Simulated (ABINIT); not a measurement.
Input of an ABINIT 10.8.3 (patched build) run:

run.abi

```
ndtset 7
getwfk -1
scalecart1 3*0.9795861087
scalecart2 3*0.9864848297
scalecart3 3*0.9932883884
scalecart4 3*1.0000000000
scalecart5 3*1.0066227096
scalecart6 3*1.0131594038
scalecart7 3*1.0196128224

pp_dirpath "./"
pseudos "Nb_ONCV_PBE-1.2.upf"

acell 5.4462775076 5.4462775076 5.4462775076
rprim
    -0.5773502692     0.5773502692     0.5773502692
     0.5773502692    -0.5773502692     0.5773502692
     0.5773502692     0.5773502692    -0.5773502692
ntypat 1
znucl 41
natom 1
typat 1
xred
     0.0000000000     0.0000000000     0.0000000000

ecut 41.0

kptopt 1
ngkpt 11 11 11
nshiftk 1
shiftk 0.0 0.0 0.0

ixc 11

nband 11
occopt 3
tsmear 0.05 eV

nstep 100
tolvrs 1.0e-10

iomode 3
prtwf 1
prtden 0
prteig 0
prtebands 0
```

Potentials or basis: SG15 NC PBE v1.2.

The run is started by

```console
$ abinit run.abi > log 2>&1
```

Task: Estimate the pressure derivative of the bulk modulus.

Result: 3.3.

Task: Predict the equilibrium volume.

Result: 18.23 Å³/atom.

Energy against volume, from the lowest point:
| volume (Å³/atom) | energy (meV/atom) |
| --- | --- |
| 17.322 | 25.16 |
| 17.691 | 8.08 |
| 18.060 | 0.00 |
| 18.428 | 0.29 |
| 18.797 | 8.20 |
| 19.165 | 23.10 |
| 19.534 | 44.37 |

Caveat: pressures at fixed basis lie under the slope of the energies.

**Experimental background.**

“Pressure effects on the electronic structure and superconductivity of (TaNb)0.67(HfZrTi)0.33 high entropy alloy”, 2019, arxiv:1910.08312 quotes, for a bulk crystal of Nb: bulk modulus 169 GPa.

A measured bulk modulus of Nb is 169 GPa (quoted in “Pressure effects on the electronic structure and superconductivity of (TaNb)0.67(HfZrTi)0.33 high entropy alloy”, 2019, arxiv:1910.08312); the calculated 172 GPa misses it by +1.6 %. The fit is for a static lattice scaled at fixed shape and fixed fractional positions.
